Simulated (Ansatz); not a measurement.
## How far is this LiCl from the hull?

Computed with DFT PBE, scalar-relativistic, plane waves, PAW (Ansatz). All cells share a 420 eV cutoff and Γ-centred k meshes spaced at most about 0.3 Å⁻¹ (2π included). No spin polarisation.

Energies over the elements count from the elements' standard structures at the same level (Cl₂ as a molecule), with no fitted energy shifts.

All energies are static (0 K, no zero-point motion).

The competitors are the elements and 1 reference phase of this chemical system (from databases or known types: LiCl), relaxed at the same level; other known phases may be missing.

The candidate was reached from: 5-connected net, two elements alternating, changed on relaxing.

```
Li Cl
1.0
     0.00000    2.57514    2.57514
     2.57514    0.00000    2.57514
     2.57514    2.57514    0.00000
Li Cl
1 1
Cartesian
  0.0000 0.0000 0.0000
  2.5751 2.5751 2.5751
```

Q: Is it stable, and against what?

A: Not the lowest form: another structure of the same formula lies lower. Its formation energy is -1.852 eV/atom. The lowest competing phase at this composition is this:

```
phase       space group             source  share of atoms  ΔE_f (eV/atom)
 LiCl  P6_3mc (No. 186)  Materials Project          1.0000          -1.878
```

The candidate lies 26 meV/atom above this phase. The same end was reached from a cell as deposited in COD. That margin is within the range where metastable phases are often made. Checks: no imaginary mode on a 4×4×4 q mesh. It has the rock salt type.
